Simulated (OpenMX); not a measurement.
ZrO2:

```
CELL_PARAMETERS angstrom
3.59610 0.00000 0.00000
0.00000 3.59610 0.00000
0.00000 0.00000 5.17700
ATOMIC_POSITIONS crystal
Zr 0.50000 0.50000 0.50000
Zr 0.00000 0.00000 0.00000
O 0.50000 0.00000 0.79700
O 0.50000 0.00000 0.29700
O 0.00000 0.50000 0.70300
O 0.00000 0.50000 0.20300
```

* Program: OpenMX 3.8.5
* Task: single point
* Functional: PBE
* Potentials or basis: OpenMX 2013 PBE set, Zr7.0-s3p2d2, O6.0-s2p2d1, grid cutoff 400 Ry
* k mesh: 7 × 7 × 5
* Occupations: fermi-dirac, width 0.05 eV
* Spin: no spin polarisation

On this cell: pressure 10.1 GPa; largest force 0.027 eV/Å; band gap on the k mesh 3.61 eV, indirect (least direct gap 3.61 eV).

The same run follows on a disturbed copy (atoms moved at random, drawn with an rms of 0.05 Å):

```xyz
6
Lattice="3.5961 0.0000 0.0000 0.0000 3.5961 0.0000 0.0000 0.0000 5.1770" Properties=species:S:1:pos:R:3 pbc="T T T"
Zr    1.7988    1.8063    2.5444
Zr   -0.0071   -0.0347   -0.0185
O     1.7808    0.0053    4.0690
O     1.7745    0.0166    1.5411
O    -0.0264    1.7877    3.6150
O    -0.0502    1.8031    1.1014
```

Problem. What changes?

Solution. The energy moves by +15.3 meV/atom; pressure 9.7 GPa; largest force 1.138 eV/Å; band gap on the k mesh 3.50 eV, indirect (least direct gap 3.51 eV).

Forces in eV/Å, atoms in the order of the input:
```
Zr  -0.230  0.068  0.772
Zr  -0.111  0.296 -0.239
O   -0.016 -0.142  0.827
O   -0.135 -0.219 -0.896
O    0.265  0.169  0.626
O    0.239 -0.174 -1.099
```

Caveats: an odd mesh through Γ misses points on the zone boundary, where band edges often lie; the basis of atomic orbitals isn't converged, which shifts pressures, moduli and gaps.
